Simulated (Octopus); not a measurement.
# ZrO2 (P4_2/nmc) in Octopus: reference runs

Aim: a first look at ZrO2 with PBE, on the cell as given.

Program: Octopus 16.4. These are calculated values, not measurements. Logs are shortened: lines on timing, memory, paths and dates and some standing lists are left out, and cuts for length are marked.

## (1) The structure

The structure is tetragonal, space group P4_2/nmc (No. 137). Conventional cell: a = 3.596 Å, b = 3.596 Å, c = 5.177 Å, α = 90.00°, β = 90.00°, γ = 90.00°. Zr (site symmetry -4m2) has 8 O at 2.08 to 2.37 Å as nearest neighbours. Around O (site symmetry 2mm) lie 4 Zr at 2.08 to 2.37 Å.

## (2) Single point, PBE

Contents of inp:

```
CalculationMode = gs
UnitsOutput = eV_Angstrom
PeriodicDimensions = 3
ExperimentalFeatures = yes
PseudopotentialSet = pseudodojo_pbe
%LatticeParameters
 1*angstrom | 1*angstrom | 1*angstrom
%
%LatticeVectors
 3.5961 | 0 | 0
 0 | 3.5961 | 0
 0 | 0 | 5.177
%
%ReducedCoordinates
 "Zr" | 0.5 | 0.5 | 0.5
 "Zr" | 0 | 0 | 0
 "O" | 0.5 | 0 | 0.797
 "O" | 0.5 | 0 | 0.297
 "O" | 0 | 0.5 | 0.703
 "O" | 0 | 0.5 | 0.203
%
%Spacing
 0.11600323*angstrom | 0.11600323*angstrom | 0.11765909*angstrom
%
DerivativesOrder = 8
%KPointsGrid
 7 | 7 | 5
%
KPointsUseSymmetries = yes
XCFunctional = gga_x_pbe + gga_c_pbe
SmearingFunction = fermi_dirac
Smearing = 0.05*eV
ExtraStates = 14
Eigensolver = chebyshev_filter
ConvRelDens = 3e-7
MaximumIter = 120
Mixing = 0.2
```

Potentials or basis: pseudodojo_pbe (PseudoDojo 0.5, PBE).

Run with:

```bash
$ OMP_NUM_THREADS=1 octopus > out.log
```

out.log:

```text
Running octopus

[... 13 lines left out ...]

Input: [AllElectronType = no]
Input: [PseudopotentialSet = pseudodojo_pbe]
Reading Coordinates from ReducedCoordinates block

****************************** Species *******************************
  Species 'Zr'
    type             : pseudopotential
    file             : 'Zr.upf'
    file format      : UPF2
    valence charge   : 12.0
    atomic number    :  40
    form on file     : kleinman-bylander
    lmax             : 2
    llocal           : -1
    projectors per l : 2
    total projectors : 6
    application form : kleinman-bylander
    orbitals         : 10
    bound orbitals   : 10

  Species 'O'
    type             : pseudopotential
    file             : 'O.upf'
    file format      : UPF2
    valence charge   : 6.0
    atomic number    :   8
    form on file     : kleinman-bylander
    lmax             : 2
    llocal           : -1
    projectors per l : 2
    total projectors : 6
    application form : kleinman-bylander
    orbitals         :  4
    bound orbitals   :  4

**********************************************************************

***************************** Symmetries *****************************
Space group No.  137
International: P4_2/nmc
Schoenflies: D4h^15
Info: The system has     8 symmorphic symmetries that can be used.
  Index                Rotation matrix                      Fractional translations
    1 :     1   0   0     0   1   0     0   0   1      0.000000    0.000000    0.000000
    2 :    -1   0   0     0  -1   0     0   0   1      0.000000    0.000000    0.000000
    3 :     0  -1   0    -1   0   0     0   0  -1      0.000000    0.000000    0.000000
    4 :     0   1   0     1   0   0     0   0  -1      0.000000    0.000000    0.000000
    5 :     0  -1   0     1   0   0     0   0  -1      0.000000    0.000000    0.000000
    6 :     0   1   0    -1   0   0     0   0  -1      0.000000    0.000000    0.000000
    7 :    -1   0   0     0   1   0     0   0   1      0.000000    0.000000    0.000000
    8 :     1   0   0     0  -1   0     0   0   1      0.000000    0.000000    0.000000
Info: The system also has     8 nonsymmorphic symmetries (not used for electrons).
    1 :     0   1   0    -1   0   0     0   0   1     -0.500000   -0.500000   -0.500000
    2 :     0  -1   0     1   0   0     0   0   1     -0.500000   -0.500000   -0.500000
    3 :     1   0   0     0  -1   0     0   0  -1     -0.500000   -0.500000   -0.500000
    4 :    -1   0   0     0   1   0     0   0  -1     -0.500000   -0.500000   -0.500000
    5 :    -1   0   0     0  -1   0     0   0  -1     -0.500000   -0.500000   -0.500000
    6 :     1   0   0     0   1   0     0   0  -1     -0.500000   -0.500000   -0.500000
    7 :     0   1   0     1   0   0     0   0   1     -0.500000   -0.500000   -0.500000
    8 :     0  -1   0    -1   0   0     0   0   1     -0.500000   -0.500000   -0.500000
**********************************************************************

Input: [CurvMethod = curv_affine]
Input: [DerivativesStencil = stencil_star]

****************************** Lattice *******************************
  Lattice Vectors [A]
    3.596100    0.000000    0.000000
    0.000000    3.596100    0.000000
    0.000000    0.000000    5.177000
  Cell volume =            66.9486 [A^3]
  Reciprocal-Lattice Vectors [A^-1]
    1.747222    0.000000    0.000000
    0.000000    1.747222    0.000000
    0.000000    0.000000    1.213673
  Cell angles [degree]
    alpha =   90.000
    beta  =   90.000
    gamma =   90.000
**********************************************************************

Checking if the generated full k-point grid is symmetric

    30 k-points generated from parameters :
 ---------------------------------------------------
[... 113 lines left out ...]
      Block       3 contains       4 states:       9 -      12
      Block       4 contains       4 states:      13 -      16
      Block       5 contains       4 states:      17 -      20
      Block       6 contains       4 states:      21 -      24
      Block       7 contains       4 states:      25 -      28
      Block       8 contains       4 states:      29 -      32
      Block       9 contains       4 states:      33 -      36
      Block      10 contains       2 states:      37 -      38
Info: Ground-state allocation done.
Info: Could not find 'restart/gs' directory for restart.
[... 18 lines left out ...]
** Warning:
**   Cannot do LCAO for all states because there are not enough atomic orbitals.
**   Required: 38. Available: 36. 2 orbitals will be randomized.

Info: Unnormalized total charge =     48.011064
Info: Renormalized total charge =     48.000000

** Warning:
**   Symmetrization discrepancy ratio (scalar) =  1.31504E-04

Info: Setting up Hamiltonian.
Info: Performing initial LCAO calculation with     36 orbitals.
Info: Getting Hamiltonian matrix elements.

Eigenvalues [eV]
 #st  Spin   Eigenvalue      Occupation
#k =       1, k = (  0.000000,  0.000000,  0.000000)
   1   --   -41.243980       2.000000
   2   --   -41.164185       2.000000
   3   --   -20.570209       2.000000
   4   --   -19.564773       2.000000
   5   --   -19.564773       2.000000
   6   --   -19.346000       2.000000
[... 28 lines left out ...]
  35   --    14.418610       0.000000
  36   --    20.072772       0.000000
#k =       2, k = (  0.142857,  0.000000,  0.000000)
   1   --   -41.200622       2.000000
   2   --   -41.127487       2.000000
   3   --   -20.477931       2.000000
   4   --   -19.653099       2.000000
   5   --   -19.535555       2.000000
   6   --   -19.448182       2.000000
[... 28 lines left out ...]
  35   --    14.891704       0.000000
  36   --    20.425684       0.000000
[... 28 further k-points ...]
Fermi energy =     9.422380 eV
Generating random wavefunctions for states       37 and above
Orthogonalizing wavefunctions.
Info: Ground-state restart information will be written to 'restart/gs'.
Info: SCF using complex wavefunctions.
Info: Starting SCF iteration.

** Warning:
**   Symmetrization discrepancy ratio (scalar) =  1.50255E-02

*********************** SCF CYCLE ITER #    1 ************************
 etot  = -4.71858231E+03 abs_ev   =  7.95E+01 rel_ev   =  1.51E-01
 ediff =        1.73E+02 abs_dens =  7.92E+00 rel_dens =  1.65E-01
Matrix vector products: 750
Converged eigenvectors: 0

#  State  KPoint  Eigenvalue [eV]  Occupation    Error
      1       1      -41.250216    2.000000   ( 9.6E-05)
      1       3      -41.243919    2.000000   ( 9.4E-05)
      1       2      -41.242671    2.000000   ( 3.0E-04)
      1       5      -41.237099    2.000000   ( 3.5E-04)
      1       4      -41.235508    2.000000   ( 1.0E-04)
      1       6      -41.230597    2.000000   ( 1.2E-04)
      1       8      -41.229746    2.000000   ( 4.0E-04)
      1      11      -41.224826    2.000000   ( 1.2E-04)
[... 23 lines left out ...]
     38      17       23.497108    0.000000   ( 3.6E-01)
     38      21       24.127326    0.000000   ( 3.0E-01)
     38       8       24.251016    0.000000   ( 3.3E-01)
     38      25       24.606984    0.000000   ( 3.5E-01)
     38       5       24.642251    0.000000   ( 3.5E-01)
     38      10       25.187731    0.000000   ( 3.5E-01)
     38       1       26.117368    0.000000   ( 2.5E-01)
     38       2       26.146653    0.000000   ( 2.8E-01)

Density of states:

----------------------%-----------------------------------------------
----------------------%--------------------%--------------------------
----------------------%------------------%-%--------------------------
----------------------%------------------%-%--------------------------
----------------------%------------------%%%--------%-----------------
%---------------------%-----%------------%%%--------%-%%%-------------
%--------------------%%----%%-----------%%%%--------%-%%%-------------
%--------------------%%----%%-----------%%%%--------%%%%%-------------
%--------------------%%----%%-----------%%%%--------%%%%%-------------
%--------------------%%----%%-----------%%%%--------%%%%%%%%-%%%%%----
                                                ^

Fermi energy =     5.183691 eV

**********************************************************************

*********************** SCF CYCLE ITER #    2 ************************
 etot  = -4.62559128E+03 abs_ev   =  3.16E+01 rel_ev   =  6.39E-02
 ediff =        3.42E+00 abs_dens =  2.65E+00 rel_dens =  5.53E-02
Matrix vector products: 750
Converged eigenvectors: 0
[... 199 lines left out ...]
*********************** SCF CYCLE ITER #   19 ************************
 etot  = -4.56660510E+03 abs_ev   =  1.83E-04 rel_ev   =  3.86E-07
 ediff =        8.03E-06 abs_dens =  3.18E-06 rel_dens =  6.63E-08
Matrix vector products: 750
Converged eigenvectors: 0

#  State  KPoint  Eigenvalue [eV]  Occupation    Error
      1       1      -43.140449    2.000000   ( 3.9E-08)
      1       3      -43.135190    2.000000   ( 6.7E-08)
      1       2      -43.134584    2.000000   ( 6.7E-08)
      1       5      -43.129837    2.000000   ( 6.7E-08)
      1       4      -43.128990    2.000000   ( 6.6E-08)
      1       6      -43.124705    2.000000   ( 6.7E-08)
      1       8      -43.121402    2.000000   ( 6.6E-08)
      1       7      -43.119857    2.000000   ( 7.4E-08)
[... 23 lines left out ...]
     38       9       19.908535    0.000000   ( 2.3E-02)
     38       5       20.061807    0.000000   ( 6.4E-02)
     38      17       20.151605    0.000000   ( 5.8E-02)
     38      30       20.192690    0.000000   ( 4.5E-02)
     38      14       20.200374    0.000000   ( 1.9E-02)
     38       3       20.260541    0.000000   ( 2.3E-02)
     38      28       20.316032    0.000000   ( 3.7E-02)
     38       8       20.530787    0.000000   ( 5.0E-02)

Density of states:

------------------------%---------------------------------------------
------------------------%---------------------------------------------
------------------------%--------------------------------%------------
------------------------%---------%----------------------%------------
------------------------%---------%------------%%-%%-----%------------
%-----------------------%---------%------------%%-%%-----%--%---------
%----------------------%%---------%------------%%%%%-----%-%%%--------
%----------------------%%---------%------------%%%%%-----%-%%%--------
%----------------------%%---------%------------%%%%%-----%-%%%-----%%-
%----------------------%%--------%%%----------%%%%%%----%%%%%%%%%%-%%-
                                                      ^

Fermi energy =     6.750544 eV

**********************************************************************

Info: SCF converged in   19 iterations

** Warning:
**   Some of the states are not fully converged!

Info: Number of matrix-vector products:      14250
Info: Finished writing information to 'restart/gs'.

Octopus emitted 23 warnings.
```

Wall time 17 min (1 thread of Arm Neoverse V1, shared host); peak memory 1.9 GiB.

What came out:

```yaml
Free_energy: -4566.6051 eV
Largest_force: 0.049 eV/Å
Band_gap_on_the_k_mesh: 4.03 eV, indirect (least direct gap 4.14 eV)
```

Forces in eV/Å, atoms in the order of the input:
```
Zr   0.000  0.000  0.000
Zr   0.000  0.000  0.000
O    0.000  0.000  0.049
O    0.000  0.000  0.049
O    0.000  0.000 -0.049
O    0.000  0.000 -0.049
```

Caveat: an odd mesh through Γ misses points on the zone boundary, where band edges often lie.
